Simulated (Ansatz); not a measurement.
# WS₂: W vacancy

Level of theory: DFT PBE, scalar-relativistic, plane waves, PAW (Ansatz 0.2.0). Settings: 420 eV cutoff, 1×1×1 k-mesh, Gaussian smearing of 0.01 eV, collinear spin.

Host crystal, relaxed:

```yaml
crystal:
  lattice:
    - [1.59387, 0.92022, 7.47444]
    - [-1.59387, 0.92022, 7.47444]
    - [0.00000, -1.84045, 7.47444]
  atoms:
    - { symbol: W, position: [0.00068, 0.00068, 0.00068] }
    - { symbol: S, position: [0.40407, 0.40407, 0.40407] }
    - { symbol: S, position: [0.26395, 0.26395, 0.26395] }
```

Supercell of 48 atoms, rows in host cell vectors: -1 3 -1; -1 -1 3; 3 -1 -1. Atoms relax at the host's cell, keeping the symmetry that the supercell leaves at the site. The cell is small, so energies carry finite-size errors of tenths of an eV. The zone centre alone is far too coarse a mesh for this cell, so the numbers show that error and aren't the defect's converged properties. The host's Kohn–Sham gap is 1.64 eV.

Spin-orbit coupling is left out, which matters for the bands and energies of heavy elements. Starting moments were lost in some runs.

Defect: W vacancy, charge -1.

Command:

```bash
ansatz run input.yaml --threads 4 --pin off --max-ram 10240MiB --backend cpu --events-out ev --progress --plain --runs-dir out
```

The input:

```yaml
crystal:
  lattice:
    - [-6.375494846, 3.6808936656, 7.4744429926]
    - [0.0, -7.3617873312, 7.4744429926]
    - [6.375494846, 3.6808936656, 7.4744429926]
  atoms:
    - { symbol: W, position: [0.4989101433, 0.4974099769, 0.0057990302] }
    - { symbol: W, position: [0.7506437791, 0.2506437791, 0.0005072683] }
    - { symbol: W, position: [-0.0025900231, 0.7557990302, 0.2489101433] }
    - { symbol: W, position: [-0.0025900231, -0.0010898567, 0.0057990302] }
    - { symbol: W, position: [0.2557990302, 0.4974099769, 0.2489101433] }
    - { symbol: W, position: [0.5012820148, 0.2493837732, 0.2512820148] }
    - { symbol: W, position: [0.7506437791, 0.7505072683, 0.5006437791] }
    - { symbol: W, position: [0.7493837732, 0.0012820148, 0.2512820148] }
    - { symbol: W, position: [0.0011558871, 0.5011558871, 0.4996759984] }
    - { symbol: W, position: [0.2505072683, 0.2506437791, 0.5006437791] }
    - { symbol: W, position: [0.4989101433, 0.7557990302, 0.7474099769] }
    - { symbol: W, position: [0.5012820148, 0.0012820148, 0.4993837732] }
    - { symbol: W, position: [0.7496759984, 0.5011558871, 0.7511558871] }
    - { symbol: W, position: [0.0011558871, 0.2496759984, 0.7511558871] }
    - { symbol: W, position: [0.2557990302, -0.0010898567, 0.7474099769] }
    - { symbol: S, position: [0.6544247716, 0.1544247716, 0.4044247716] }
    - { symbol: S, position: [0.9016504236, 0.9052691492, 0.4054551942] }
    - { symbol: S, position: [0.1549697471, 0.6549697471, 0.3991981937] }
    - { symbol: S, position: [0.4052691492, 0.1554551942, 0.6516504236] }
    - { symbol: S, position: [0.4052691492, 0.4016504236, 0.4054551942] }
    - { symbol: S, position: [0.6554551942, 0.9052691492, 0.6516504236] }
    - { symbol: S, position: [0.9038716102, 0.6539374269, 0.6538716102] }
    - { symbol: S, position: [0.1549697471, 0.1491981937, 0.9049697471] }
    - { symbol: S, position: [0.1539374269, 0.4038716102, 0.6538716102] }
    - { symbol: S, position: [0.4086328978, 0.9086328978, 0.8966363942], spin: 0.167 }
    - { symbol: S, position: [0.6491981937, 0.6549697471, 0.9049697471] }
    - { symbol: S, position: [0.9016504236, 0.1554551942, 0.1552691492] }
    - { symbol: S, position: [0.9038716102, 0.4038716102, 0.9039374269] }
    - { symbol: S, position: [0.1466363942, 0.9086328978, 0.1586328978], spin: 0.167 }
    - { symbol: S, position: [0.4086328978, 0.6466363942, 0.1586328978], spin: 0.167 }
    - { symbol: S, position: [0.6554551942, 0.4016504236, 0.1552691492] }
    - { symbol: S, position: [0.5135887375, 0.0135887375, 0.2635887375] }
    - { symbol: S, position: [0.7614493935, 0.764970023, 0.2650399276] }
    - { symbol: S, position: [0.0169942914, 0.5169942914, 0.2610912185] }
    - { symbol: S, position: [0.264970023, 0.0150399276, 0.5114493935] }
    - { symbol: S, position: [0.264970023, 0.2614493935, 0.2650399276] }
    - { symbol: S, position: [0.5150399276, 0.764970023, 0.5114493935] }
    - { symbol: S, position: [0.7641313163, 0.5141020849, 0.5141313163] }
    - { symbol: S, position: [0.0169942914, 0.0110912185, 0.7669942914] }
    - { symbol: S, position: [0.0141020849, 0.2641313163, 0.5141313163] }
    - { symbol: S, position: [0.2670778508, 0.7670778508, 0.7565513733], spin: 0.167 }
    - { symbol: S, position: [0.5110912185, 0.5169942914, 0.7669942914] }
    - { symbol: S, position: [0.7614493935, 0.0150399276, 0.014970023] }
    - { symbol: S, position: [0.7641313163, 0.2641313163, 0.7641020849] }
    - { symbol: S, position: [0.0065513733, 0.7670778508, 0.0170778508], spin: 0.167 }
    - { symbol: S, position: [0.2670778508, 0.5065513733, 0.0170778508], spin: 0.167 }
    - { symbol: S, position: [0.5150399276, 0.2614493935, 0.014970023] }
  host:
    lattice:
      - [1.5938737115, 0.9202234164, 7.4744429926]
      - [-1.5938737115, 0.9202234164, 7.4744429926]
      - [0.0, -1.8404468328, 7.4744429926]
    atoms:
      - { symbol: W, position: [0.0006774473, 0.0006774473, 0.0006774473] }
      - { symbol: S, position: [0.4040743331, 0.4040743331, 0.4040743331] }
      - { symbol: S, position: [0.2639482196, 0.2639482196, 0.2639482196] }
total_charge: -1
basis:
  ecutwfc: 420
  xc_grid: 2
kpoints:
  mp_grid: { grid: [1, 1, 1], shift: [0.0, 0.0, 0.0] }
hamiltonian:
  xc: pbe
scf:
  occupations: { method: gaussian, width: 0.01 }
output:
  forces: true
  stress: false
  eigenvalues: true
  populations: true
  charged_corrections:
    defect_position: [0.25067745, 0.75067745, 0.00067745]
    epsilon: [[11.5894, 0.0, 0.0], [0.0, 11.5894, 0.0], [0.0, 0.0, 3.2073]]
magnetization:
  spin_polarized: true
relax:
  adjacent_minimum: "off"
  f_tol: 0.025
  max_steps: 45
```

From the output:

```
Warning: RAYON_NUM_THREADS=4 ignored (pool sized by the plan → 4); use --threads N
Crystal: 47 atoms, lattice volume = 1052.440 Å³
Basis set: ecut = 420 eV, 20557 PW (Γ), exchange–correlation on 144×144×144 points (8 copies of the dense FFT grid, shifted against one another)
Bands: 250, of which v1, the nominal top of the filled ones, is band 202 counted from 1 (201 counted from 0)
Symmetry: 6 space group operations
Space group: R3m (ITA 160), of the structure as read, at distance tolerance 1.0e-4 Å
k-points: 1
relax step   1: F+E_penalty+E_count = -184664.32105746 eV  Δ(F+E_penalty+E_count) = +0.000e0 eV  max|allowed force component| = 1.450e-1 eV/Å  Δτ_max = 0.0000 Å
relax step   2: F+E_penalty+E_count = -184664.31645731 eV  Δ(F+E_penalty+E_count) = +4.600e-3 eV  max|allowed force component| = 1.357e-1 eV/Å  Δτ_max = 0.0307 Å
relax step   3: F+E_penalty+E_count = -184664.32693797 eV  Δ(F+E_penalty+E_count) = -5.881e-3 eV  max|allowed force component| = 1.208e-2 eV/Å  Δτ_max = 0.0129 Å
SCF converged after 10 iterations
Free energy (F): -184664.326938 eV
E sigma→0 (E₀):  -184664.324117 eV
Fermi energy:    8.003420 eV
```

The relaxation gained 0.01 eV in 3 steps. It took 56 s on 4 threads of Arm Neoverse V1, with other jobs on the host, peak memory 1.7 GiB.